Q: I want to calculate SnTe with atomic orbitals as the basis. I can improve the smallest basis in two ways: give each valence orbital a second radial function, or add polarisation functions. Suppose I test each improvement on its own. Can I add the two gains in energy and skip the run that has both?

A: You can if the two improvements repair separate faults. If they repair the same fault, the second one buys you nothing once the first is in place. There is also a case in between, in which each improvement removes a share of whatever error is left. The three cases lead to different energies for the combined basis, so a run with both can choose between them.

SnTe (Fm-3m, 2-atom cell) in several basis sets, calculated with GPAW 26.7.0 using PBE and PAW data sets (gpaw-data 1.2.1), without spin polarisation or spin-orbit coupling. The k mesh is 7×7×7, with Fermi-Dirac smearing of 0.05 eV and energies extrapolated to zero smearing; the pw row has a 600 eV cutoff. Energies are counted from the pw row, and gaps are taken on the k mesh.

| sweep value | energy less tightest (meV/atom) | gap (eV) |
| --- | --- | --- |
| lcao:sz(dzp) | 777.2 | 0.678 |
| lcao:szp(dzp) | 439.7 | 0.678 |
| lcao:dz(dzp) | 538.6 | 0.654 |
| lcao:dzp | 296.5 | 0.665 |
| fd | -8.7 | 0.662 |
| pw | 0.0 | 0.662 |

Q: I need help with the labels.

A: The label *sz* stands for single zeta, which means one radial function for each valence orbital. In *dz* there are two, so an orbital can shrink or swell to suit the crystal. The letter *p* adds polarisation functions, whose higher angular momentum lets the charge lean towards a neighbour. The note "(dzp)" says that the smaller sets are cut out of the largest one, so either improvement keeps the old functions and adds new ones. The sets *szp* and *dz* are two separate branches: neither contains the other.

The last two rows use no atomic orbitals: *fd* is a real-space grid and *pw* is plane waves. The column "energy less tightest" is the energy per atom counted from the plane-wave row. I shall call it $E$ and treat it as the error of the orbital basis. That is fair for the orbital rows, because their energies are far larger than the 9 meV/atom by which grid and plane waves differ. Still, plane waves are a working reference and not a proven limit: they stop at a cutoff of 600 eV, the spacing of the real-space grid isn't listed, and neither row is shown to be converged.

Q: Then I'll defend adding. One improvement concerns the size of an orbital, the other its shape. Size and shape are independent, so the gains should be too.

A: For a single round atom that is a good argument. Functions of different angular momentum don't mix there, and polarisation functions have no work to do. If the argument carried over to the crystal, polarisation would gain the same energy whether or not the second radial function was present. It gains 338 meV/atom when added to single zeta, but only 242 when added to double zeta.

The sum of the two separate gains therefore promises too much. Starting from single zeta, it puts the combined basis at $777.2-337.5-238.6=201.1$ meV/atom. The calculation gives 296.5, about 95 meV/atom higher. This comparison doesn't depend on the plane-wave reference, since a shift of the zero moves both values equally.

Q: So I was wrong, and both improvements repair the same thing?

A: That fails as well, and by more. If the fault were the same, the combined basis would do no better than the better of the two single improvements, which is polarisation at 440 meV/atom. The second radial function takes the energy down from there by a further 143. Part of the work is shared, and part is done by one kind of function alone.

Q: How can a function that changes the size of an orbital do the work of one that changes its shape?

A: By sitting on the neighbouring atom. Take the molecular ion H$_2^+$, with one electron and two protons, and start from a 1s orbital on each proton. A second s function on each proton lets the charge draw in or spread out. A p function along the axis lets it lean towards the other proton.

Now look from the left proton at an s function centred on the right one. From there it isn't round at all: its weight lies on one side, as if a p function had been mixed in. The extra s function has thus already done some of the leaning, and the p function finds less left to do. Sharing of this kind arises because the functions have different centres, and it would fade if the protons were pulled far apart.

Q: And SnTe is a large H$_2^+$?

A: Only in this respect. Each Sn has six Te neighbours at 3.15 Å, and each Te has six Sn, close enough for the valence orbitals to overlap. A new function on Te therefore also helps to describe the charge around Sn, and the reverse. The molecular ion has one electron and one bond, whereas the crystal has filled bands and many bonds, so the comparison explains why work can be shared but not how much of it is.

That the gains overlap is plain from the energies. That they overlap through functions on neighbouring atoms is my reading, based on the geometry of the orbitals. To test it, give the second radial functions to Te alone and the polarisation functions to Sn alone. If the gains still overlapped, the sharing would have to run between atoms.

Q: Can you at least estimate how much is shared before the large run is done?

A: Here the third case helps. Assume that polarisation always leaves the same fraction of the error, whatever radial functions are present, and that the second radial function does likewise. The two fractions come from the small runs:

$$
f_\mathrm{p}=\frac{E_\mathrm{szp}}{E_\mathrm{sz}},\qquad
f_\mathrm{z}=\frac{E_\mathrm{dz}}{E_\mathrm{sz}} .
$$

Polarisation leaves 57% of the single-zeta error, and the second radial function leaves 69%. With both present, the fractions multiply:

$$
E_\mathrm{dzp}\approx E_\mathrm{sz}\,f_\mathrm{p}\,f_\mathrm{z}
=\frac{E_\mathrm{szp}\,E_\mathrm{dz}}{E_\mathrm{sz}}
=\frac{439.7\times 538.6}{777.2}\approx 305\ \text{meV/atom}.
$$

The computed value is 296.5, so the estimate is about 8 meV/atom too high, or 3% of the error that it predicts. The combined basis played no part in making the estimate, and the formula has no adjustable constant.

Q: That looks like a law.

A: It is one close match, for one crystal, with all the energies already in the table. The picture of neighbouring functions gives a reason why the gains can overlap, but none why the fractions should stay exactly fixed. The rule also needs a zero of energy, unlike the simple sum. With the grid row as zero it misses by 7 meV/atom instead of 8, so the choice between these two references hardly matters.

I would therefore trust the two halves of the answer to different degrees. Complete independence and complete duplication both fail by roughly 100 meV/atom or more, and partial overlap is what remains. The product is a convenient way to estimate that overlap, and another compound could well depart from it.

Q: I care about the band gap more than the total energy. With the combined basis the gap is within 3 meV of plane waves. Doesn't that show the basis is good enough?

A: It shows that this gap is insensitive to the basis. Compare single zeta with and without polarisation: the energy drops by 338 meV/atom, while the gap stays at 0.678 eV. A quantity that doesn't notice such a change can't certify the basis for other purposes.

Q: How can the gap overlook an error of that size?

A: The total energy collects the errors of all occupied states, whereas the gap is the difference between two levels. If a poor basis raises both levels by the same amount, the gap stays put. It also stays put if most of the error sits in states far below the gap. Either could lie behind the unchanged gap, and the positions of the individual bands would be needed to choose.

Q: Does your product rule work for the gap too?

A: No, and the failure is instructive. Relative to plane waves, the gap is 16 meV too wide with single zeta, with or without polarisation, and 8 meV too narrow with double zeta. The product rule would then give $16\times(-8)/16=-8$ meV for the combined basis, but the computed gap is 3 meV too wide.

The rule relies on errors that all have the same sign and shrink as functions are added. The variational principle secures the shrinking for the total energy: more freedom can only lower it. A gap has no such protection. Both of its edges move, and it can open or close on the way to its final value.

Q: Is 0.66 eV at least the gap of SnTe?

A: It is the smallest gap at the sampled points of the Brillouin zone. The band edges of SnTe lie at or near the point L, which an odd mesh centred on the zone centre skips. Spin-orbit coupling, which matters for those edges, is left out too. The agreement between the rows therefore concerns the basis and not the material.

Q: Back to energies, then. The combined basis is still 0.3 eV/atom above plane waves. Will my reaction energies be wrong by that much?

A: Not necessarily. A reaction energy is a difference, and whatever error an atom carries unchanged from one solid to another drops out of it. The part tied to the neighbours is less likely to cancel, because the neighbours change. How the 0.3 eV divides between the two can't be read from a single crystal at a single geometry.

Q: What should I do in practice?

A: Don't skip the combined run. Adding the two gains is too optimistic here, and the product rule, which did better, has been tried on this one crystal only. Run the combined basis for both sides of the energy difference you want, and check that difference, rather than the gap, against plane waves.
